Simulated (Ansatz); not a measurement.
# Two inputs for CaF2 with a Ca vacancy

Cell: a supercell of CaF2 (fluorite type, Fm-3m) built from a measured structure from the Crystallography Open Database (COD), with all atoms left at the host's positions.

```
Ca F
1.0
     0.00000    5.46200    5.46200
     5.46200    0.00000    5.46200
     5.46200    5.46200    0.00000
Ca F
7 16
Direct
  0.00000 0.00000 0.50000
  0.00000 0.50000 0.00000
  0.00000 0.50000 0.50000
  0.50000 0.00000 0.00000
  0.50000 0.00000 0.50000
  0.50000 0.50000 0.00000
  0.50000 0.50000 0.50000
  0.12500 0.12500 0.12500
  0.12500 0.12500 0.62500
  0.12500 0.62500 0.12500
  0.12500 0.62500 0.62500
  0.62500 0.12500 0.12500
  0.62500 0.12500 0.62500
  0.62500 0.62500 0.12500
  0.62500 0.62500 0.62500
  0.37500 0.37500 0.37500
  0.37500 0.37500 0.87500
  0.37500 0.87500 0.37500
  0.37500 0.87500 0.87500
  0.87500 0.37500 0.37500
  0.87500 0.37500 0.87500
  0.87500 0.87500 0.37500
  0.87500 0.87500 0.87500
```

Sites (sets of like atoms) are named by element and the number of their first atom in this list.

Reference run. All values are calculated (Ansatz; DFT, PBE, plane waves and PAW, scalar-relativistic, collinear spin, 420 eV cutoff, Γ-centred 3×3×3 k-points, Fermi–Dirac smearing 0.01 eV, cell charge -1), not measured. Start moments as typed (μB): 0 0 0 0 0 0 0 0.5 0.5 0.5 0 0.5 0 0 0 0 0 0 0.5 0 0.5 0.5 0.5 by atom.

Question: The input is changed as follows: `hamiltonian.hubbard`: not typed → {sites: [{species: F, l: p, u_eff: 20.0}]}; `scf.max_iter`: not typed → 100. What happens to V_zz (10²¹ V/m²) and η?

Answer: 

| site | atom | V_zz reference | η reference | V_zz changed | η changed |
| --- | --- | --- | --- | --- | --- |
| Ca1 | 1 | -0.99 | 0.40 | -1.19 | 0.11 |
| F8 | 8 | 3.38 | 0.00 | 6.23 | 0.00 |
| F11 | 11 | 0.63 | 0.00 | 0.31 | 0.00 |

The largest change of V_zz is on F8, from 3.38 to 6.23. In per cent, |V_zz| changes by +84 on F (all sites that start above 2). On Ca1 V_xx and V_yy change places (or their axes turn by over 50°), so the two values of η hide a larger change. Sites without a gradient aren't listed. At these positions the changed run has forces up to 1.1 eV/Å, so its atoms aren't at their own equilibrium. The changed run opens a gap. SCF iterations: 14 and 13. The changed input holds an enormous U, so its numbers aren't properties of the crystal.

On the reference run: The defect repeats with the cell of 23 atoms, so it feels its images: sites between two images don't show the values beside a lone defect, and zeros or small values of η there can come from the images' arrangement. A uniform background compensates the cell's charge. The defect cell has no gap above 0.1 eV on its mesh, so the values can hang on the smearing and the k-mesh. The neighbours have not yet relaxed around the defect (largest force 0.73 eV/Å), so a real crystal will differ.
